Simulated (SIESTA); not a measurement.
# Bi under changes of volume

One of the cells (31.117 Å³/atom); the others are scaled copies at fixed shape and fractional positions:

```
CELL_PARAMETERS angstrom
-1.98143 1.98143 1.98143
1.98143 -1.98143 1.98143
1.98143 1.98143 -1.98143
ATOMIC_POSITIONS crystal
Bi 0.00000 0.00000 0.00000
```

This isn't the form of Bi at room conditions, which is rhombohedral.

| Item | Value |
| --- | --- |
| Program | SIESTA 5.4.2 |
| Functional | PBEsol |
| Potentials or basis | PseudoDojo 0.4 standard (PBEsol files) |
| Basis | DZP (energy shift 0.003 Ry; two zetas on semicore shells) |
| Grid cutoff | 500 Ry |
| Energy shift | 0.003 Ry |
| k mesh | 9 × 9 × 9 |
| Occupations | fermi-dirac, width 0.05 eV |
| Spin | no spin polarisation |

```tsv
volume (Å³/atom)	energy over the lowest point (meV/atom)	pressure (GPa)
29.250	12.98	3.1
29.872	3.64	1.6
30.495	0.00	0.3
31.117	?	?
31.739	7.16	-2.0
32.362	16.91	-2.9
32.984	29.90	-3.7
```

Task: What does the run at 31.117 Å³/atom give?

Result: Energy over the lowest point 1.29 meV/atom; pressure -0.9 GPa.

Worked out: A Birch-Murnaghan fit of order 3 (a polynomial in V^(-2/3)) to the other rows has its minimum at 30.62 Å³/atom with B0 = V·E''(V) = 62 GPa and B' = 5.4. It gives 1.39 meV/atom at 31.117 Å³/atom, against the run's 1.29, and -dE/dV = -1.0 GPa, against -0.9.

Energies are extrapolated to zero smearing.

Caveats: the basis of atomic orbitals isn't converged, which shifts pressures, moduli and gaps.
